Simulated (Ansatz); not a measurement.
# Co (P6_3/mmc) in Ansatz: equation of state

Aim: energy against volume of Co in PBE, for its equilibrium volume and stiffness.

Everything below comes from runs of Ansatz 0.2.0. Logs are shortened: lines on timing, memory, paths and dates and some standing lists are left out, and cuts for length are marked.

## 1. The crystal as given

It takes space group P6_3/mmc (No. 194, hexagonal). Conventional cell: a = 2.471 Å, b = 2.471 Å, c = 8.088 Å, α = 90.00°, β = 90.00°, γ = 120.00°. Around Co (site symmetry -6m2) lie 12 Co at 2.47 Å. Co (site symmetry -3m) is surrounded by 12 Co at 2.47 Å.

## 2. Single point, PBE, collinear spin, ferromagnetic start, 10.05 Å³/atom (volume scaled by 0.94)

input.yaml

```yaml
crystal:
  lattice:
    - [2.4201280013, 0.0, 0.0]
    - [-1.2100640007, 2.0958923296, 0.0]
    - [0.0, 0.0, 7.9231214745]
  atoms:
    - { symbol: Co, position: [0.6666666667, 0.3333333333, 0.75], spin: 2.0 }
    - { symbol: Co, position: [0.0, 0.0, 0.5], spin: 2.0 }
    - { symbol: Co, position: [0.3333333333, 0.6666666667, 0.25], spin: 2.0 }
    - { symbol: Co, position: [0.0, 0.0, 0.0], spin: 2.0 }
hamiltonian:
  xc: pbe
  pseudopotentials: { kind: paw }
magnetization:
  spin_polarized: true
kpoints:
  mp_grid: { grid: [12, 12, 4] }
scf:
  occupations: { method: fermi_dirac, width: 0.05 }
output:
  forces: true
  stress: true
  eigenvalues: true
```

Potentials or basis: Ansatz PAW.

Command:

```bash
$ ansatz run input.yaml --threads 2 --pin off --max-ram 5120MiB --backend cpu --events-out ev --progress --plain --runs-dir out
```

The log of the run:

```text
Warning: RAYON_NUM_THREADS=2 ignored (pool sized by the plan → 2); use --threads N
Engine: ansatz 0.2.0, x86_64-unknown-linux-gnu
Pseudopotentials: kind: paw
Pseudopotential: Co, paw, valence charge 17, recommended cutoff 420 eV (normal), Co.paw.azcp
Functional definition: PBE
  parameter kappa = 0.804
  parameter beta = 0.06672455060314922
  exchange = pbe_x(kappa = kappa, mu = beta*pi^2/3)
  correlation = pbe_c(beta = beta)
Crystal: 4 atoms, lattice volume = 40.189 Å³
Basis set: ecut = 420 eV, 741 PW (Γ), exchange–correlation on 36×36×108 points (8 copies of the dense FFT grid, shifted against one another)
Bands: 46, of which v1, the nominal top of the filled ones, is band 34 counted from 1 (33 counted from 0)
Symmetry: 24 space group operations
Space group: P63/mmc (ITA 194), of the structure as read, at distance tolerance 3.4e-5 Å
Magnetic group: BNS 194.263 (UNI 1493), of the structure as read, at distance tolerance 3.4e-5 Å
k-points: 57 of 576
Non-local potential: Co, projectors of the file, l = 0: 3, l = 1: 2, l = 2: 3, l = 3: 1
PAW form: soft (Blöchl's): semilocal exchange-correlation on the pseudo side does not see the compensation charge
PAW one-centre angular grid: Co, 590 points (default); XC on 64 Gauss nodes
Initial density: superposition of atomic densities (chi_scale 0.1, normalization cell)
Starting moments: Σ|m| = 8 μB on 4 of 4 sites
Initial wavefunctions: pseudopotential atomic-orbital guess
Functional: x = pbe(κ = 0.804, μ = 0.2195149727645171), c = pbe(β = 0.06672455060314922)
SCF iter   1: F=—  HF=-20502.893246 eV  |F-HF|=—  |Δ(HF+E_count)|=         —  Δρ=8.22e-2 (↑7.73e-2 ↓8.22e-2)  dr2=5.64e0  dr2_m=1.07e-1  M=6.712 μB ∫|m|=6.943 μB  β_m=0.30  ethr=3.10e-3  ⟨swp⟩=5.8  Hψ=17600  notcnv=0  defer=11
Mixer restart at iter 1: flushing history
preconditioner: auto → none  [metal: Δε(μ)=0.016 eV  Ē_g=9.722 eV  σ=0.050 eV  W_gap=0.08  n_scr=6 (ndim 8)  ℏωp=35.1 eV  f_vac=0.000  D(μ)=3.74/eV (n_scr^D=52)  sad-step TF]
SCF iter   2: F=—  HF=-20501.164195 eV  |F-HF|=—  |Δ(HF+E_count)|=    1.73e0  Δρ=3.17e-2 (↑1.41e-2 ↓3.17e-2)  dr2=4.06e-1  dr2_m=9.70e-2  M=6.848 μB ∫|m|=7.156 μB  β_m=0.34  ethr=3.10e-3  ⟨swp⟩=2.4  Hψ=8892  notcnv=0  defer=432
SCF iter   3: F=—  HF=-20502.475138 eV  |F-HF|=—  |Δ(HF+E_count)|=    1.31e0  Δρ=1.72e-2 (↑1.72e-2 ↓1.01e-2)  dr2=4.90e-2  dr2_m=3.50e-2  M=6.726 μB ∫|m|=7.112 μB  β_m=0.50  ethr=5.96e-4  ⟨swp⟩=2.1  Hψ=6857  notcnv=0  defer=433
SCF iter   4: F=—  HF=-20503.769239 eV  |F-HF|=—  |Δ(HF+E_count)|=    1.29e0  Δρ=1.54e-2 (↑1.54e-2 ↓1.31e-2)  dr2=1.51e-1  dr2_m=8.16e-3  M=6.577 μB ∫|m|=7.023 μB  β_m=0.75  ethr=7.21e-5  ⟨swp⟩=2.9  Hψ=9385  notcnv=0  defer=434
SCF iter   5: F=—  HF=-20504.349192 eV  |F-HF|=—  |Δ(HF+E_count)|=   5.80e-1  Δρ=1.53e-2 (↑7.28e-3 ↓1.53e-2)  dr2=1.39e-1  dr2_m=8.60e-3  M=6.366 μB ∫|m|=6.879 μB  β_m=0.50  ethr=7.21e-5  ⟨swp⟩=2.6  Hψ=10571  notcnv=0  defer=415
SCF iter   6: F=—  HF=-20504.365415 eV  |F-HF|=—  |Δ(HF+E_count)|=   1.62e-2  Δρ=4.34e-3 (↑2.38e-3 ↓4.34e-3)  dr2=5.16e-3  dr2_m=3.16e-3  M=6.335 μB ∫|m|=6.854 μB  β_m=0.50  ethr=7.21e-5  ⟨swp⟩=2.1  Hψ=8698  notcnv=0  defer=386
SCF iter   7: F=—  HF=-20504.386032 eV  |F-HF|=—  |Δ(HF+E_count)|=   2.06e-2  Δρ=2.88e-3 (↑2.88e-3 ↓1.29e-3)  dr2=5.08e-4  dr2_m=1.41e-3  M=6.290 μB ∫|m|=6.825 μB  β_m=0.75  ethr=7.59e-6  ⟨swp⟩=2.1  Hψ=10003  notcnv=0  defer=386
SCF iter   8: F=—  HF=-20504.387513 eV  |F-HF|=—  |Δ(HF+E_count)|=   1.48e-3  Δρ=9.40e-4 (↑9.40e-4 ↓3.37e-4)  dr2=2.11e-4  dr2_m=7.53e-5  M=6.269 μB ∫|m|=6.813 μB  β_m=0.66  ethr=7.47e-7  ⟨swp⟩=2.0  Hψ=9199  notcnv=0  defer=386
SCF iter   9: F=—  HF=-20504.387442 eV  |F-HF|=—  |Δ(HF+E_count)|=   7.07e-5  Δρ=3.74e-4 (↑2.21e-4 ↓3.74e-4)  dr2=3.20e-5  dr2_m=2.80e-5  M=6.269 μB ∫|m|=6.813 μB  β_m=0.83  ethr=3.11e-7  ⟨swp⟩=2.1  Hψ=8151  notcnv=0  defer=386
SCF iter  10: F=—  HF=-20504.387448 eV  |F-HF|=—  |Δ(HF+E_count)|=   5.25e-6  Δρ=1.42e-4 (↑1.34e-4 ↓1.42e-4)  dr2=1.46e-5  dr2_m=1.56e-6  M=6.268 μB ∫|m|=6.812 μB  β_m=0.80  ethr=4.71e-8  ⟨swp⟩=1.6  Hψ=5875  notcnv=0  defer=386
SCF iter  11: F=—  HF=-20504.387444 eV  |F-HF|=—  |Δ(HF+E_count)|=   3.46e-6  Δρ=8.99e-5 (↑8.07e-5 ↓8.99e-5)  dr2=6.57e-6  dr2_m=1.23e-7  M=6.267 μB ∫|m|=6.811 μB  β_m=0.66  ethr=2.14e-8  ⟨swp⟩=2.2  Hψ=7890  notcnv=0  defer=386
SCF iter  12: F=—  HF=-20504.387445 eV  |F-HF|=—  |Δ(HF+E_count)|=   7.21e-7  Δρ=1.72e-5 (↑1.42e-5 ↓1.72e-5)  dr2=1.84e-7  dr2_m=2.59e-8  M=6.268 μB ∫|m|=6.812 μB  β_m=0.83  ethr=9.66e-9  ⟨swp⟩=2.0  Hψ=6988  notcnv=0  defer=386
SCF iter  13: F=—  HF=-20504.387445 eV  |F-HF|=—  |Δ(HF+E_count)|=   1.43e-8  Δρ=2.60e-6 (↑2.60e-6 ↓1.73e-6)  dr2=5.32e-9  dr2_m=1.43e-10  M=6.268 μB ∫|m|=6.812 μB  β_m=0.80  ethr=2.71e-10  ⟨swp⟩=2.5  Hψ=8365  notcnv=0  defer=386
SCF iter  14: F=-20504.387445 eV  HF=-20504.387445 eV  |F-HF|=1.18e-9  |Δ(HF+E_count)|=  2.62e-10  Δρ=1.60e-6 (↑8.22e-7 ↓1.60e-6)  dr2=1.36e-9  dr2_m=2.07e-10  M=6.268 μB ∫|m|=6.812 μB  ethr=7.83e-12  ⟨swp⟩=6.1  Hψ=18784  notcnv=0
SCF 1 converged in 14 iterations: F = -20504.387445 eV  dr2 = 1.36e-9
SCF converged after 14 iterations
Magnetization: 6.2677 μB (37.1338 up, 30.8662 down)
Absolute magnetization: 6.8146 μB (∫|ρ↑−ρ↓|, with the PAW one-centre terms)
Spin contamination: 0.0890 ħ² per cell (⟨S²⟩ above its minimum at these occupations)
Per-site moments (μB) at R_I (Å): [(1.6419259052932933, 0.9983028005515256), (1.6179600508330212, 0.9983028005515256), (1.6419259052932937, 0.9983028005515256), (1.6179600508330216, 0.9983028005515256)]
Free energy (F): -20504.387445 eV
Harris-Foulkes:  -20504.387445 eV  (|F-HF|=1.18e-9)
Internal energy: -20504.353599 eV  (E = F + TS)
E sigma→0 (E₀):  -20504.370522 eV
Entropy (-TS):   -0.033845 eV (-8.461 meV/atom)
Fermi energy:    20.549258 eV
--- Per-component energies (eV) ---
  E_band       = -861.355749
  E_kinetic    = 1824.859925
  E_local      = -10887.231559  (includes V_loc(G=0)·N_el)
  E_nonlocal   = 1816.133687
  E_hartree    = 4583.610091
  E_xc         = -639.700401
  E_vxc        = -825.772932  (∫ρ·V_xc dr)
  E_paw        = -6061.748172  (= ΣΔE_a)
  E_vpaw       = -1956.562261  (= ΣTr[D̂ρ^β])
  E_aug_tail   = 0.000447  (compensation charges beyond the density's cutoff)
  E_ewald      = -11140.277617
  E_smearing   = -0.033845  (= −TS)
  E_closure    = -0.000000  (closes the sum)
  Σ components = -20504.387445   (vs F -20504.387445, Δ=0.00e0)
--- Forces (eV/Å), atoms counted from 1 ---
  atom   1  Co     0.00000000    -0.00000000     0.00000000
  atom   2  Co     0.00000000     0.00000000     0.00000000
  atom   3  Co    -0.00000000     0.00000000     0.00000000
  atom   4  Co     0.00000000     0.00000000     0.00000000
  max |Σ_I F_I| component: 1.35e-28 eV/Å
--- Stress (GPa, compression-positive) ---
       21.914524       0.000000       0.000000
        0.000000      21.914524       0.000000
        0.000000       0.000000      17.934855
  P = ⅓ Tr σ = 20.5880 GPa (205.880 kbar)
--- Band table (eV; the first three rows and the last of 114) ---
  k-point 0 ↑: bands = ["-75.6259", "-75.6030", "-75.5624", "-75.5394", "-39.0726", "-38.9000", "-38.8208", "-38.6852", "-38.6852", "-38.6641", "-38.6641", "-38.6458", "-38.6458", "-38.6445", "-38.6246", "-38.6246", "10.9938", "13.3096", "13.3322", "14.9276", "17.3270", "17.3624", "17.6393", "17.6393", "17.6852", "17.6852", "17.7037", "17.9574", "17.9574", "18.0408", "18.0408", "18.7326", "18.7326", "19.0946", "19.0946", "19.4415", "19.4415", "19.8795", "19.8795", "20.1115", "27.3294", "35.9384", "35.9482", "42.7996", "43.3698", "44.3855"]
  k-point 1 ↑: bands = ["-75.6234", "-75.6078", "-75.5577", "-75.5420", "-39.0571", "-38.9498", "-38.7704", "-38.6832", "-38.6832", "-38.6693", "-38.6693", "-38.6605", "-38.6406", "-38.6406", "-38.6267", "-38.6267", "11.1585", "12.3957", "14.1888", "14.8917", "17.3890", "17.6155", "17.6563", "17.6694", "17.6694", "17.7164", "17.7164", "17.9111", "17.9111", "17.9864", "17.9864", "18.7952", "18.7952", "19.0423", "19.0423", "19.5237", "19.5237", "19.5274", "19.8264", "19.8264", "28.2263", "33.0023", "39.0006", "42.8943", "43.2731", "44.0829"]
  k-point 2 ↑: bands = ["-75.6165", "-75.6165", "-75.5490", "-75.5490", "-39.0134", "-39.0134", "-38.7056", "-38.7056", "-38.6773", "-38.6773", "-38.6773", "-38.6773", "-38.6325", "-38.6325", "-38.6325", "-38.6325", "11.6404", "11.6404", "14.7093", "14.7093", "17.5323", "17.5323", "17.7348", "17.7348", "17.7348", "17.7348", "17.8884", "17.8884", "17.8884", "17.8884", "18.4221", "18.4221", "18.9247", "18.9247", "18.9247", "18.9247", "19.6873", "19.6873", "19.6873", "19.6873", "30.3354", "30.3354", "41.9474", "41.9474", "43.1436", "43.1436"]
  k-point 56 ↓: bands = ["-73.5278", "-73.5278", "-73.5185", "-73.5185", "-37.0237", "-37.0237", "-36.9955", "-36.9955", "-36.9466", "-36.9466", "-36.9275", "-36.9275", "-36.7956", "-36.7956", "-36.7800", "-36.7800", "17.3037", "17.3037", "17.4672", "17.4672", "17.4707", "17.4707", "17.5504", "17.5504", "18.6468", "18.6468", "18.7324", "18.7324", "20.1797", "20.1797", "20.7785", "20.7785", "21.5666", "21.5666", "21.6872", "21.6872", "26.5910", "26.5910", "27.2039", "27.2039", "27.8718", "27.8718", "30.7578", "30.7578", "32.7035", "32.7035"]
```

Wall time 11 s (2 threads of Intel Xeon at 2.70GHz, shared host); peak memory 0.54 GiB.

What came out:

* Free energy: -20504.3874 eV
* Pressure: 20.6 GPa
* Band gap on the k mesh: none (metal or under the smearing width)
* Net moment: 6.27 μB per cell
* Absolute moment: 6.81 μB per cell
* Site moments: Co +1.64, +1.62 μB

## 3. Single point, PBE, collinear spin, ferromagnetic start, 10.26 Å³/atom (volume scaled by 0.96)

input.yaml: that of step 2 with these lines changed.

```diff
@@ -2,5 +2,5 @@
   lattice:
-    - [2.4201280013, 0.0, 0.0]
-    - [-1.2100640007, 2.0958923296, 0.0]
-    - [0.0, 0.0, 7.9231214745]
+    - [2.4371717178, 0.0, 0.0]
+    - [-1.2185858589, 2.110652621, 0.0]
+    - [0.0, 0.0, 7.978919943]
   atoms:
```

Potentials or basis: Ansatz PAW.

Command:

```bash
$ ansatz run input.yaml --threads 2 --pin off --max-ram 5120MiB --backend cpu --events-out ev --progress --plain --runs-dir out
```

Wall time 10 s (2 threads of Intel Xeon at 2.70GHz, shared host); peak memory 0.54 GiB.

The run converged. Its results:

```yaml
Free_energy: -20504.4814 eV
Pressure: 14.7 GPa
Band_gap_on_the_k_mesh: none (metal or under the smearing width)
Net_moment: 6.40 μB per cell
Absolute_moment: 6.96 μB per cell
Site_moments: Co +1.68, +1.65 μB
```

## 4. Single point, PBE, collinear spin, ferromagnetic start, 10.47 Å³/atom (volume scaled by 0.98)

input.yaml: that of step 3 with these lines changed.

```diff
@@ -2,5 +2,5 @@
   lattice:
-    - [2.4371717178, 0.0, 0.0]
-    - [-1.2185858589, 2.110652621, 0.0]
-    - [0.0, 0.0, 7.978919943]
+    - [2.4539803297, 0.0, 0.0]
+    - [-1.2269901649, 2.125209306, 0.0]
+    - [0.0, 0.0, 8.033948716]
   atoms:
```

Command:

```bash
$ ansatz run input.yaml --threads 2 --pin off --max-ram 5120MiB --backend cpu --events-out ev --progress --plain --runs-dir out
```

Wall time 11 s (2 threads of Intel Xeon at 2.70GHz, shared host); peak memory 0.55 GiB.

Results (log left out):

| Property | Result |
| --- | --- |
| Free energy | -20504.5458 eV |
| Pressure | 9.5 GPa |
| Band gap on the k mesh | none (metal or under the smearing width) |
| Net moment | 6.52 μB per cell |
| Absolute moment | 7.10 μB per cell |
| Site moments | Co +1.71, +1.69 μB |

## 5. Single point, PBE, collinear spin, ferromagnetic start, 10.69 Å³/atom

input.yaml: that of step 4 with these lines changed.

```diff
@@ -2,5 +2,5 @@
   lattice:
-    - [2.4539803297, 0.0, 0.0]
-    - [-1.2269901649, 2.125209306, 0.0]
-    - [0.0, 0.0, 8.033948716]
+    - [2.4705617809, 0.0, 0.0]
+    - [-1.2352808905, 2.1395692639, 0.0]
+    - [0.0, 0.0, 8.0882338]
   atoms:
```

Command:

```bash
$ ansatz run input.yaml --threads 2 --pin off --max-ram 5120MiB --backend cpu --events-out ev --progress --plain --runs-dir out
```

Wall time 9.9 s (2 threads of Intel Xeon at 2.70GHz, shared host); peak memory 0.55 GiB.

The run converged. Its results:

| Property | Result |
| --- | --- |
| Free energy | -20504.5835 eV |
| Pressure | 4.7 GPa |
| Band gap on the k mesh | none (metal or under the smearing width) |
| Net moment | 6.61 μB per cell |
| Absolute moment | 7.21 μB per cell |
| Site moments | Co +1.73, +1.71 μB |

## 6. Single point, PBE, collinear spin, ferromagnetic start, 10.90 Å³/atom (volume scaled by 1.02)

input.yaml: that of step 5 with these lines changed.

```diff
@@ -2,5 +2,5 @@
   lattice:
-    - [2.4705617809, 0.0, 0.0]
-    - [-1.2352808905, 2.1395692639, 0.0]
-    - [0.0, 0.0, 8.0882338]
+    - [2.486923594, 0.0, 0.0]
+    - [-1.2434617971, 2.1537390097, 0.0]
+    - [0.0, 0.0, 8.1417998233]
   atoms:
```

Potentials or basis: Ansatz PAW.

Command:

```bash
$ ansatz run input.yaml --threads 2 --pin off --max-ram 5120MiB --backend cpu --events-out ev --progress --plain --runs-dir out
```

Run time: 11 s. Hardware: 2 threads of Intel Xeon at 2.70GHz, shared host; peak memory 0.55 GiB.

Results (log left out):

```yaml
Free_energy: -20504.5965 eV
Pressure: 0.3 GPa
Band_gap_on_the_k_mesh: none (metal or under the smearing width)
Net_moment: 6.68 μB per cell
Absolute_moment: 7.29 μB per cell
Site_moments: Co +1.75, +1.73 μB
```

## 7. Single point, PBE, collinear spin, ferromagnetic start, 11.12 Å³/atom (volume scaled by 1.04)

input.yaml: that of step 6 with these lines changed.

```diff
@@ -2,5 +2,5 @@
   lattice:
-    - [2.486923594, 0.0, 0.0]
-    - [-1.2434617971, 2.1537390097, 0.0]
-    - [0.0, 0.0, 8.1417998233]
+    - [2.503072901, 0.0, 0.0]
+    - [-1.2515364506, 2.1677247198, 0.0]
+    - [0.0, 0.0, 8.1946701348]
   atoms:
```

Command:

```bash
$ ansatz run input.yaml --threads 2 --pin off --max-ram 5120MiB --backend cpu --events-out ev --progress --plain --runs-dir out
```

Run time: 10 s. Hardware: 2 threads of Intel Xeon at 2.70GHz, shared host; peak memory 0.55 GiB.

It converged, with:

* Free energy: -20504.5874 eV
* Pressure: -3.6 GPa
* Band gap on the k mesh: none (metal or under the smearing width)
* Net moment: 6.74 μB per cell
* Absolute moment: 7.37 μB per cell
* Site moments: Co +1.77, +1.75 μB

## 8. Single point, PBE, collinear spin, ferromagnetic start, 11.33 Å³/atom (volume scaled by 1.06)

input.yaml: that of step 7 with these lines changed.

```diff
@@ -2,5 +2,5 @@
   lattice:
-    - [2.503072901, 0.0, 0.0]
-    - [-1.2515364506, 2.1677247198, 0.0]
-    - [0.0, 0.0, 8.1946701348]
+    - [2.5190164704, 0.0, 0.0]
+    - [-1.2595082352, 2.1815322559, 0.0]
+    - [0.0, 0.0, 8.2468668932]
   atoms:
```

Command:

```bash
$ ansatz run input.yaml --threads 2 --pin off --max-ram 5120MiB --backend cpu --events-out ev --progress --plain --runs-dir out
```

It took 11 s on 2 threads of Intel Xeon at 2.70GHz, shared host; peak memory 0.56 GiB.

The run converged. Its results:

```yaml
Free_energy: -20504.5585 eV
Pressure: -7.1 GPa
Band_gap_on_the_k_mesh: none (metal or under the smearing width)
Net_moment: 6.80 μB per cell
Absolute_moment: 7.45 μB per cell
Site_moments: Co +1.78, +1.77 μB
```

## 9. Equation of state, PBE, collinear spin, ferromagnetic start

Potentials or basis: Ansatz PAW.

No new run: the results of the series are fitted here.

Results:

| Item | Value |
| --- | --- |
| Equilibrium volume | 10.92 Å³/atom |
| Bulk modulus at fixed shape and positions | 210 GPa |
| Pressure derivative of the bulk modulus | 3.9 |

Energy against volume, from the lowest point:
```
volume (Å³/atom)  energy (meV/atom)
          10.047              52.27
          10.261              28.79
          10.475              12.67
          10.688               3.26
          10.902               0.00
          11.116               2.28
          11.330               9.50
```

Caveat: the cell was scaled at fixed shape and fractional positions, which overstates the stiffness of a crystal with free parameters, most of all of layers and chains.
